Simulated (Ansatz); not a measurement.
The system is C.

```xyz
8
Lattice="2.5221 0.0000 0.0000 -1.2611 2.1842 0.0000 0.0000 0.0000 8.2371" Properties=species:S:1:pos:R:3 pbc="T T T"
C     1.2611    0.7281    6.9501
C     0.0000    1.4561    2.8315
C     1.2611    0.7281    5.4056
C     0.0000    1.4561    1.2870
C     0.0000    0.0000    7.4649
C     0.0000    0.0000    3.3463
C     0.0000    0.0000    4.8908
C     0.0000    0.0000    0.7722
```

This is a hexagonal form of diamond, not graphite.

Base run:

* Program: Ansatz 0.2.0
* Functional: LDA
* Potentials or basis: Ansatz PAW
* Cutoff: 420 eV (not typed: the program's choice for these potentials)
* k mesh: 12 × 12 × 4
* Occupations: fermi-dirac, width 0.05 eV
* Spin: no spin polarisation

Its results: band gap on the k mesh 4.38 eV, indirect (least direct gap 5.14 eV); pressure -12.6 GPa; largest force 0.332 eV/Å.

Question: The run is repeated on the same cell with these changes: functional from LDA to PBEsol. What comes out?

Answer: Band gap on the k mesh 4.28 eV, indirect (least direct gap 5.13 eV); pressure -4.3 GPa; largest force 0.330 eV/Å.

PBEsol binds less tightly than LDA, so the same cell stands under more pressure.

Caveats: the PAW data sets come from PBE, with cores solved anew for the run's functional, which leaves a small shift of forces and pressure.
